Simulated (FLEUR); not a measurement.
Here is a FLEUR MaX-R8.1 (later development tree) calculation.

File inp.xml:

```xml
<?xml version="1.0" encoding="UTF-8" standalone="no"?>
<fleurInput fleurInputVersion="0.39">
   <comment>
      HgTe                                                                                                
   </comment>
   <calculationSetup>
      <cutoffs Kmax="4.14" Gmax="12.8" GmaxXC="12.8" numbands="0"/>
      <scfLoop itmax="60" minDistance="0.00001" maxIterBroyd="15" imix="Anderson" alpha="0.05" precondParam="0.0" spinf="2.0" sdNocoIR="T"/>
      <coreElectrons ctail="T" frcor="F" kcrel="0" coretail_lmax="0"/>
      <xcFunctional name="vwn" relativisticCorrections="F"/>
      <magnetism jspins="1"/>
      <soc l_soc="F" theta="0.0" phi="0.0" spav="F"/>
      <expertModes spex="0" secvar="F"/>
      <geometryOptimization l_f="F" forcealpha="1.0" forcemix="BFGS" epsdisp="0.00001" epsforce="0.00001"/>
      <ldaU l_linMix="F" mixParam="0.05" spinf="1.0"/>
   </calculationSetup>
   <cell>
      <bzIntegration valenceElectrons="42.0" mode="hist" fermiSmearingEnergy="0.00183747">
         <kPointListSelection listName="default-1"/>
         <!-- k-points included here -->
         <xi:include xmlns:xi="http://www.w3.org/2001/XInclude" href="kpts.xml"> </xi:include>
      </bzIntegration>
      <!-- symmetry operations included here -->
      <xi:include xmlns:xi="http://www.w3.org/2001/XInclude" href="sym.xml"> </xi:include>
      <bulkLattice scale="1.0">
         <bravaisMatrix>
            <row-1>    0.0000000000000000     6.0745246275267002     6.0745246275267002</row-1>
            <row-2>    6.0745246275267002     0.0000000000000000     6.0745246275267002</row-2>
            <row-3>    6.0745246275267002     6.0745246275267002     0.0000000000000000</row-3>
         </bravaisMatrix>
      </bulkLattice>
   </cell>
   <atomSpecies>
      <species name="Mercury (Hg)" element="Hg" atomicNumber="80">
         <mtSphere radius="2.37" gridPoints="783" logIncrement="0.017"/>
         <atomicCutoffs lmax="9" lnonsphr="9"/>
         <electronConfig flipSpins="F">
            <coreConfig>(1s1/2) (2s1/2) (2p1/2) (2p3/2) (3s1/2) (3p1/2) (3p3/2) (4s1/2) (3d3/2) (3d5/2) (4p1/2) (4p3/2) (4d3/2) (4d5/2) (4f5/2) (4f7/2)</coreConfig>
            <valenceConfig>(5s1/2) (5p1/2) (5p3/2) (6s1/2) (5d3/2) (5d5/2)</valenceConfig>
         </electronConfig>
         <energyParameters s="6" p="6" d="5" f="5"/>
         <lo type="SCLO" l="0" n="5" eDeriv="0"/>
         <lo type="SCLO" l="1" n="5" eDeriv="0"/>
         <lo type="SCLO" l="1" n="5" eDeriv="1"/>
         <lo type="SCLO" l="2" n="5" eDeriv="2"/>
         <lo type="SCLO" l="3" n="5" eDeriv="2"/>
      </species>
      <species name="Tellurium (Te)" element="Te" atomicNumber="52">
         <mtSphere radius="2.51" gridPoints="829" logIncrement="0.016"/>
         <atomicCutoffs lmax="10" lnonsphr="10"/>
         <electronConfig flipSpins="F">
            <coreConfig>(1s1/2) (2s1/2) (2p1/2) (2p3/2) (3s1/2) (3p1/2) (3p3/2) (4s1/2) (3d3/2) (3d5/2)</coreConfig>
            <valenceConfig>(4p1/2) (4p3/2) (5s1/2) (4d3/2) (4d5/2) (5p1/2) (5p3/2)</valenceConfig>
            <stateOccupation state="(5p1/2)" spinUp="0.666667" spinDown="0.666667"/>
            <stateOccupation state="(5p3/2)" spinUp="1.333333" spinDown="1.333333"/>
         </electronConfig>
         <energyParameters s="5" p="5" d="5" f="4"/>
         <lo type="SCLO" l="1" n="4" eDeriv="0"/>
         <lo type="SCLO" l="1" n="4" eDeriv="1"/>
         <lo type="SCLO" l="2" n="4" eDeriv="0"/>
         <lo type="SCLO" l="2" n="4" eDeriv="1"/>
         <lo type="SCLO" l="0" n="5" eDeriv="2"/>
         <lo type="SCLO" l="3" n="4" eDeriv="2"/>
      </species>
   </atomSpecies>
   <atomGroups>
      <atomGroup species="Mercury (Hg)">
         <relPos label="                   1">.0000000000 .0000000000 .0000000000</relPos>
         <force calculate="T" relaxXYZ="TTT"/>
      </atomGroup>
      <atomGroup species="Tellurium (Te)">
         <relPos label="                   2">-1.000/4.000 -1.000/4.000 -1.000/4.000</relPos>
         <force calculate="T" relaxXYZ="TTT"/>
      </atomGroup>
   </atomGroups>
   <output dos="F" band="F" slice="F">
      <checks vchk="F" cdinf="F"/>
      <bandDOS minEnergy="-.5*Htr" maxEnergy="0.5*Htr" sigma="0.015" storeEVData="T"/>
      <vacuumDOS vacdos="F" integ="F" star="F" nstars="0" locx1="0.0" locy1="0.0" locx2="0.0" locy2="0.0" nstm="0" tworkf="0.0"/>
      <unfoldingBand unfoldBand="F" supercellX="1" supercellY="1" supercellZ="1"/>
      <plotting iplot="0" polar="F">
         <plot TwoD="T" vec1="  1.0  0.0  0.0" vec2="  0.0  1.0  0.0" vec3="  0.0  0.0  1.0" zero="  0.0  0.0  0.0" file="plot"/>
      </plotting>
      <chargeDensitySlicing numkpt="0" minEigenval="0.0" maxEigenval="0.0" nnne="0" pallst="F"/>
      <specialOutput eonly="F"/>
      <moessbauerParams electricFieldGradient="T" isomerShift="T" coreHyperfine="T" valenceHyperfine="T"/>
      <magneticCircularDichroism mcd="F" energyLo="-10.0" energyUp="0.0"/>
   </output>
  <!-- We include the file relax.xml here to enable relaxations (see documentation) -->
  <xi:include xmlns:xi="http://www.w3.org/2001/XInclude" href="relax.xml"> <xi:fallback/> </xi:include>
</fleurInput>
```

Contents of crystal.txt:

```
HgTe
&input cartesian=F /
0.0000000000  3.2145000000  3.2145000000
3.2145000000  0.0000000000  3.2145000000
3.2145000000  3.2145000000  0.0000000000
1.8897261246
1.0 1.0 1.0

2
80 0.0000000000  0.0000000000  0.0000000000
52 0.7500000000  0.7500000000  0.7500000000

&kpt div1=7 div2=7 div3=7 gamma=T /
```

inp.xml (bands)

```
<?xml version="1.0" encoding="UTF-8" standalone="no"?>
<fleurInput fleurInputVersion="0.39">
   <comment>
      HgTe                                                                                                
   </comment>
   <calculationSetup>
      <cutoffs Kmax="4.14" Gmax="12.8" GmaxXC="12.8" numbands="0"/>
      <scfLoop itmax="60" minDistance="0.00001" maxIterBroyd="15" imix="Anderson" alpha="0.05" precondParam="0.0" spinf="2.0" sdNocoIR="T"/>
      <coreElectrons ctail="T" frcor="F" kcrel="0" coretail_lmax="0"/>
      <xcFunctional name="vwn" relativisticCorrections="F"/>
      <magnetism jspins="1"/>
      <soc l_soc="F" theta="0.0" phi="0.0" spav="F"/>
      <expertModes spex="0" secvar="F"/>
      <geometryOptimization l_f="F" forcealpha="1.0" forcemix="BFGS" epsdisp="0.00001" epsforce="0.00001"/>
      <ldaU l_linMix="F" mixParam="0.05" spinf="1.0"/>
   </calculationSetup>
   <cell>
      <bzIntegration valenceElectrons="42.0" mode="hist" fermiSmearingEnergy="0.00183747">
         <kPointListSelection listName="path-1"/>
         <!-- k-points included here -->
         <xi:include xmlns:xi="http://www.w3.org/2001/XInclude" href="kpts.xml"> </xi:include>
      </bzIntegration>
      <!-- symmetry operations included here -->
      <xi:include xmlns:xi="http://www.w3.org/2001/XInclude" href="sym.xml"> </xi:include>
      <bulkLattice scale="1.0">
         <bravaisMatrix>
            <row-1>    0.0000000000000000     6.0745246275267002     6.0745246275267002</row-1>
            <row-2>    6.0745246275267002     0.0000000000000000     6.0745246275267002</row-2>
            <row-3>    6.0745246275267002     6.0745246275267002     0.0000000000000000</row-3>
         </bravaisMatrix>
      </bulkLattice>
   </cell>
   <atomSpecies>
      <species name="Mercury (Hg)" element="Hg" atomicNumber="80">
         <mtSphere radius="2.37" gridPoints="783" logIncrement="0.017"/>
         <atomicCutoffs lmax="9" lnonsphr="9"/>
         <electronConfig flipSpins="F">
            <coreConfig>(1s1/2) (2s1/2) (2p1/2) (2p3/2) (3s1/2) (3p1/2) (3p3/2) (4s1/2) (3d3/2) (3d5/2) (4p1/2) (4p3/2) (4d3/2) (4d5/2) (4f5/2) (4f7/2)</coreConfig>
            <valenceConfig>(5s1/2) (5p1/2) (5p3/2) (6s1/2) (5d3/2) (5d5/2)</valenceConfig>
         </electronConfig>
         <energyParameters s="6" p="6" d="5" f="5"/>
         <lo type="SCLO" l="0" n="5" eDeriv="0"/>
         <lo type="SCLO" l="1" n="5" eDeriv="0"/>
         <lo type="SCLO" l="1" n="5" eDeriv="1"/>
         <lo type="SCLO" l="2" n="5" eDeriv="2"/>
         <lo type="SCLO" l="3" n="5" eDeriv="2"/>
      </species>
      <species name="Tellurium (Te)" element="Te" atomicNumber="52">
         <mtSphere radius="2.51" gridPoints="829" logIncrement="0.016"/>
         <atomicCutoffs lmax="10" lnonsphr="10"/>
         <electronConfig flipSpins="F">
            <coreConfig>(1s1/2) (2s1/2) (2p1/2) (2p3/2) (3s1/2) (3p1/2) (3p3/2) (4s1/2) (3d3/2) (3d5/2)</coreConfig>
            <valenceConfig>(4p1/2) (4p3/2) (5s1/2) (4d3/2) (4d5/2) (5p1/2) (5p3/2)</valenceConfig>
            <stateOccupation state="(5p1/2)" spinUp="0.666667" spinDown="0.666667"/>
            <stateOccupation state="(5p3/2)" spinUp="1.333333" spinDown="1.333333"/>
         </electronConfig>
         <energyParameters s="5" p="5" d="5" f="4"/>
         <lo type="SCLO" l="1" n="4" eDeriv="0"/>
         <lo type="SCLO" l="1" n="4" eDeriv="1"/>
         <lo type="SCLO" l="2" n="4" eDeriv="0"/>
         <lo type="SCLO" l="2" n="4" eDeriv="1"/>
         <lo type="SCLO" l="0" n="5" eDeriv="2"/>
         <lo type="SCLO" l="3" n="4" eDeriv="2"/>
      </species>
   </atomSpecies>
   <atomGroups>
      <atomGroup species="Mercury (Hg)">
         <relPos label="                   1">.0000000000 .0000000000 .0000000000</relPos>
         <force calculate="T" relaxXYZ="TTT"/>
      </atomGroup>
      <atomGroup species="Tellurium (Te)">
         <relPos label="                   2">-1.000/4.000 -1.000/4.000 -1.000/4.000</relPos>
         <force calculate="T" relaxXYZ="TTT"/>
      </atomGroup>
   </atomGroups>
   <output dos="F" band="T" slice="F">
      <checks vchk="F" cdinf="F"/>
      <bandDOS minEnergy="-.5*Htr" maxEnergy="0.5*Htr" sigma="0.015" storeEVData="T"/>
      <vacuumDOS vacdos="F" integ="F" star="F" nstars="0" locx1="0.0" locy1="0.0" locx2="0.0" locy2="0.0" nstm="0" tworkf="0.0"/>
      <unfoldingBand unfoldBand="F" supercellX="1" supercellY="1" supercellZ="1"/>
      <plotting iplot="0" polar="F">
         <plot TwoD="T" vec1="  1.0  0.0  0.0" vec2="  0.0  1.0  0.0" vec3="  0.0  0.0  1.0" zero="  0.0  0.0  0.0" file="plot"/>
      </plotting>
      <chargeDensitySlicing numkpt="0" minEigenval="0.0" maxEigenval="0.0" nnne="0" pallst="F"/>
      <specialOutput eonly="F"/>
      <moessbauerParams electricFieldGradient="T" isomerShift="T" coreHyperfine="T" valenceHyperfine="T"/>
      <magneticCircularDichroism mcd="F" energyLo="-10.0" energyUp="0.0"/>
   </output>
  <!-- We include the file relax.xml here to enable relaxations (see documentation) -->
  <xi:include xmlns:xi="http://www.w3.org/2001/XInclude" href="relax.xml"> <xi:fallback/> </xi:include>
</fleurInput>
```

Potentials or basis: all-electron, FLAPW.

The run is started by

```console
$ inpgen -f crystal.txt -profile fastHighL
$ # inp.xml edited to the form shown
$ fleur_MPI
$ fleur_MPI   # second run, on inp.xml (bands)
```

Question: Estimate the band gap along the path.

Answer: None (metal or under the smearing width).

Core levels (eV from the Fermi level):
| atom | levels |
| --- | --- |
| 1 Hg | 1s1/2 -82980.3, 2s1/2 -14693.9, 2p1/2 -14100.1, 2p3/2 -12154.1, 3s1/2 -3484.0, 3p1/2 -3216.4, 3p3/2 -2785.5, 4s1/2 -763.1, 3d3/2 -2341.6, 3d5/2 -2249.2, 4p1/2 -648.5, 4p3/2 -544.2, 4d3/2 -356.6, 4d5/2 -337.2, 4f5/2 -95.5, 4f7/2 -91.3 |
| 2 Te | 1s1/2 -31566.9, 2s1/2 -4836.3, 2p1/2 -4533.3, 2p3/2 -4259.2, 3s1/2 -958.1, 3p1/2 -833.3, 3p3/2 -782.2, 4s1/2 -158.9, 3d3/2 -561.3, 3d5/2 -550.6 |

Caveat: spin-orbit coupling is left out, which moves the levels of the heavy elements.
